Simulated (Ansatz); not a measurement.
How far is PAW off for Na?

```yaml
crystal:
  lattice:
    - [-2.10403, 2.10403, 2.10403]
    - [2.10403, -2.10403, 2.10403]
    - [2.10403, 2.10403, -2.10403]
  atoms:
    - { symbol: Na, position: [0.00000, 0.00000, 0.00000] }
```

Structure from Materials Project entry mp-127 (possibly hypothetical), not relaxed further.

All numbers are computed: DFT, PBEsol, PAW with Ansatz's default frozen-core files, scalar-relativistic (Ansatz 0.2.0); DFT, PBEsol, all-electron LAPW, scalar-relativistic (Ansatz 0.2.0).

For PAW: a Γ-centred 12×12×12 k mesh, Fermi–Dirac smearing of 0.05 eV, cutoff 420 eV, no spin polarisation; the PAW files were made with PBE, and the program remakes their frozen cores for this functional. LAPW targets a basis error of 0.25 meV/atom. The Ansatz runs share mesh, smearing and spin set-up. Plane-wave (PAW) pressures include the program's estimate of the Pulay term.

Stress and pressure are positive in compression.

Levels count from the Fermi level.

PAW results:

| quantity | PAW |
| --- | --- |
| pressure (GPa) | -0.19 |
| highest filled level at H (eV) | -24.784 |
| lowest empty level at H (eV) | 4.539 |
| highest filled level at Γ (eV) | -3.225 |
| lowest empty level at Γ (eV) | 11.718 |
| highest filled level at P (eV) | -24.775 |
| lowest empty level at P (eV) | 2.734 |

(1) What does LAPW (all electrons) give for the same quantities?

Results:

(1) 
| quantity | LAPW |
| --- | --- |
| pressure (GPa) | -0.19 |
| highest filled level at H (eV) | -24.813 |
| lowest empty level at H (eV) | 4.539 |
| highest filled level at Γ (eV) | -3.225 |
| lowest empty level at Γ (eV) | 11.718 |
| highest filled level at P (eV) | -24.804 |
| lowest empty level at P (eV) | 2.734 |
